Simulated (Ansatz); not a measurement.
Input and command of a calculation in Ansatz (plane waves; scalar-relativistic PAW potentials unless the input names others):

```yaml
crystal:
  lattice:
    - [3.3903493636, 0.0, 0.0]
    - [-1.6951746819, 2.9361286766, 0.0]
    - [0.0, 0.0, 9.2807319888]
  atoms:
    - { symbol: Sn, position: [0.0, 0.0, 0.5] }
    - { symbol: Sn, position: [0.0, 0.0, 0.0] }
    - { symbol: O, position: [0.6666666667, 0.3333333333, 0.4018666787] }
    - { symbol: O, position: [0.6666666667, 0.3333333333, 0.0981333213] }
    - { symbol: O, position: [0.3333333333, 0.6666666667, 0.5981333213] }
    - { symbol: O, position: [0.3333333333, 0.6666666667, 0.9018666787] }
basis:
  ecutwfc: "450 eV"
kpoints:
  mp_grid: { grid: [12, 12, 4] }
hamiltonian:
  xc: pbe
  dispersion: d3bj
scf:
  occupations: { method: gaussian, width: 0.05 }
  lower_state_search: "off"
  algorithm: density_mixing
output:
  forces: true
  eigenvalues: true
  stress: true
```

```bash
ansatz run input.yaml --threads 1 --pin off --max-ram 2560MiB --backend cpu --events-out ev --progress --plain --runs-dir out
```

Abridged log:
```
Basis set: ecut = 450 eV, 1971 PW (Γ), exchange–correlation on 48×48×144 points (8 copies of the dense FFT grid, shifted against one another)
Bands: 32, of which v1, the nominal top of the filled ones, is band 26 counted from 1 (25 counted from 0)
Symmetry: 24 space group operations
k-points: 57 of 576
SCF iter   1: F=—  HF=-14317.391432 eV  |F-HF|=—  |Δ(HF+E_count)|=         —  Δρ=1.42e-3  dr2=9.20e-4  ethr=1.77e-3  ⟨swp⟩=6.2  Hψ=8184  notcnv=0
SCF iter   2: F=—  HF=-14317.393530 eV  |F-HF|=—  |Δ(HF+E_count)|=   2.10e-3  Δρ=7.96e-4  dr2=2.29e-4  ethr=1.77e-6  ⟨swp⟩=2.2  Hψ=3761  notcnv=0  defer=2
SCF iter   3: F=—  HF=-14317.394082 eV  |F-HF|=—  |Δ(HF+E_count)|=   5.52e-4  Δρ=3.56e-4  dr2=1.20e-4  ethr=4.40e-7  ⟨swp⟩=2.2  Hψ=2848  notcnv=0
automatic band count: iteration 3 solves 31 bands in place of 32: the levels show a gap, and the empty bands left out lie too high to hold charge; the band table lists the bands solved (type scf.n_extra_bands for more)
SCF iter   4: F=—  HF=-14317.394080 eV  |F-HF|=—  |Δ(HF+E_count)|=   1.72e-6  Δρ=8.68e-5  dr2=5.76e-6  ethr=2.32e-7  ⟨swp⟩=2.0  Hψ=2381  notcnv=0
SCF iter   5: F=—  HF=-14317.394063 eV  |F-HF|=—  |Δ(HF+E_count)|=   1.66e-5  Δρ=3.32e-5  dr2=6.83e-7  ethr=1.11e-8  ⟨swp⟩=2.0  Hψ=3202  notcnv=0
SCF iter   6: F=—  HF=-14317.394065 eV  |F-HF|=—  |Δ(HF+E_count)|=   1.42e-6  Δρ=1.12e-5  dr2=1.05e-7  ethr=1.31e-9  ⟨swp⟩=2.0  Hψ=2628  notcnv=0
SCF iter   7: F=-14317.394065 eV  HF=-14317.394065 eV  |F-HF|=3.17e-10  |Δ(HF+E_count)|=   1.38e-7  Δρ=3.46e-6  dr2=1.23e-8  ethr=1.92e-10  ⟨swp⟩=8.3  Hψ=7512  notcnv=0
SCF 1 converged in 7 iterations: F = -14317.394065 eV  dr2 = 1.23e-8
SCF converged after 7 iterations
Free energy (F): -14317.394065 eV
Harris-Foulkes:  -14317.394065 eV  (|F-HF|=3.17e-10)
Internal energy: -14317.394065 eV  (E = F + TS)
E sigma→0 (E₀):  -14317.394065 eV
Fermi energy:    6.374453 eV
  E_disp       = -0.996605  (pairwise vdW)
--- Forces (eV/Å), atoms counted from 1 ---
  atom   1  Sn     0.00000000     0.00000000     0.00000000
  atom   2  Sn     0.00000000     0.00000000     0.00000000
  atom   3  O      0.00000000     0.00000000    -0.09921721
  atom   4  O      0.00000000     0.00000000     0.09921721
  atom   5  O      0.00000000     0.00000000     0.09921721
  atom   6  O      0.00000000     0.00000000    -0.09921721
--- Stress (GPa, compression-positive) ---
      -14.460762       0.000000       0.000000
        0.000000     -14.460762       0.000000
        0.000000       0.000000       4.566753
  P = ⅓ Tr σ = -8.1183 GPa (-81.183 kbar)
```

Apart from outputs and empty bands, the input differs from a reference run on usual settings in scf.lower_state_search: not typed → "off"; basis.ecutwfc: 420 → "450 eV"; scf.algorithm: not typed → "density_mixing". The reference, at the same geometry (not necessarily relaxed), gave pressure -8.09 GPa, largest force 0.102 eV/Å, gap on the mesh 0.67 eV. This run converged in 7 SCF iterations (reference: 6) with an energy at zero smearing 4.11 meV/atom below the reference's, pressure -8.12 GPa, largest force 0.099 eV/Å, gap on the mesh 0.67 eV.

The run took 11 s on 1 thread of Arm Neoverse V1, with other jobs on the host, peak memory 0.42 GiB.